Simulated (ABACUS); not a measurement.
Br: single point with PBEsol

Crystal: Br.

```xyz
4
Lattice="3.3632 -2.3226 0.0000 3.3632 2.3226 0.0000 0.0000 0.0000 8.7023" Properties=species:S:1:pos:R:3 pbc="T T T"
Br    3.3632    0.6266    3.3948
Br    3.3632    1.6959    7.7459
Br    3.3632   -0.6266    5.3075
Br    3.3632   -1.6959    0.9564
```

| Quantity | Value |
| --- | --- |
| Program | ABACUS 3.10.1 |
| Task | single point |
| Functional | PBEsol |
| Potentials or basis | PseudoDojo NC SR 0.4.1 PBEsol standard |
| Cutoff | 639 eV |
| Density cutoff | 2558 eV |
| Basis | plane waves |
| k mesh | 7 × 7 × 3 |
| Occupations | fermi-dirac, width 0.05 eV |
| Spin | no spin polarisation |

```yaml
Pressure: 0.1 GPa
Largest_force: 0.739 eV/Å
Band_gap_on_the_k_mesh: 1.81 eV, indirect (least direct gap 1.82 eV)
```

Forces in eV/Å, atoms in the order of the input:
```
Br   0.000  0.323 -0.665
Br   0.000 -0.323 -0.665
Br   0.000 -0.323  0.665
Br   0.000  0.323  0.665
```

Stress tensor (GPa, compression positive):
```
 0.02  0.00  0.00
 0.00 -0.54  0.00
 0.00  0.00  0.79
```

Levels at points of the mesh, in eV from the valence-band top:
```tsv
k point	band 11	band 12	band 13	band 14	band 15	band 16
(0.00, 0.00, 0.00)	-0.94	-0.35	-0.06	-0.02	1.81	2.56
```

Run time: 17 s on 4 MPI ranks on Intel(R) Xeon(R) Platinum 8259CL CPU @ 2.50GHz (Skylake/Cascade Lake), on a shared host, peak memory 0.44 GiB a rank.

Caveat: an odd mesh through Γ misses points on the zone boundary, where band edges often lie.
